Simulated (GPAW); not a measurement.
Runs of GPAW 26.7.0 on ZrC. The structure is cubic, space group F-43m (No. 216). The conventional cell has a = 5.091 Å, b = 5.091 Å, c = 5.091 Å, α = 90.00°, β = 90.00°, γ = 90.00°. Zr (site symmetry -43m) has 4 C at 2.20 Å as nearest neighbours. C (site symmetry -43m) has 4 Zr at 2.20 Å as nearest neighbours. The cell was built by a generator and needn't be a form met in nature.

| level | potentials or basis | eigensolver | gap on the mesh (eV) | pressure (GPa) | relaxed volume (Å³/atom) |
| --- | --- | --- | --- | --- | --- |
| LDA | the program's PAW data sets (release 1.2.1) made for this functional, pw | - | 0.49 | 0.0 | 15.60 |
| RPBE | the program's PAW data sets (release 1.2.1) made for this functional, pw | - | (b) | 0.0 | 16.73 |
| BLYP | PAW data sets generated in the run's folder for this functional, pw | davidson | 0.63 | 0.0 | (a) |
| AM05 | PAW data sets generated in the run's folder for this functional, pw | - | (d) | 0.1 | 15.95 |
| SCAN | GPAW PAW data sets (gpaw-data 1.2.1), pw | - | 0.73 | 0.0 | 16.29 |
| revPBE | the program's PAW data sets (release 1.2.1) made for this functional, pw | - | 0.52 | 0.0 | 16.64 |
| PW91 | PAW data sets generated in the run's folder for this functional, pw | - | 0.52 | 0.0 | 16.36 |
| r2SCAN | GPAW PAW data sets (gpaw-data 1.2.1), pw | - | (c) | 0.0 | 16.38 |

Alike in all rows: task relaxation of cell and atoms; no spin polarisation; cell relaxed; k mesh 8 × 8 × 8; cutoff (eV) 800; smearing fermi-dirac 0.05 eV.

Problem. Estimate the missing entries.

Solution. (a) 16.85; (b) 0.53; (c) 0.72; (d) 0.47.

Caveats: later steps reuse the first step's grids; the PAW data sets were made with another functional, which shifts forces and pressure a little (some runs).

A k mesh can miss the band edges, and the runs leave out spin-orbit coupling on Zr.

Runs at the PBE level aren't shown here.
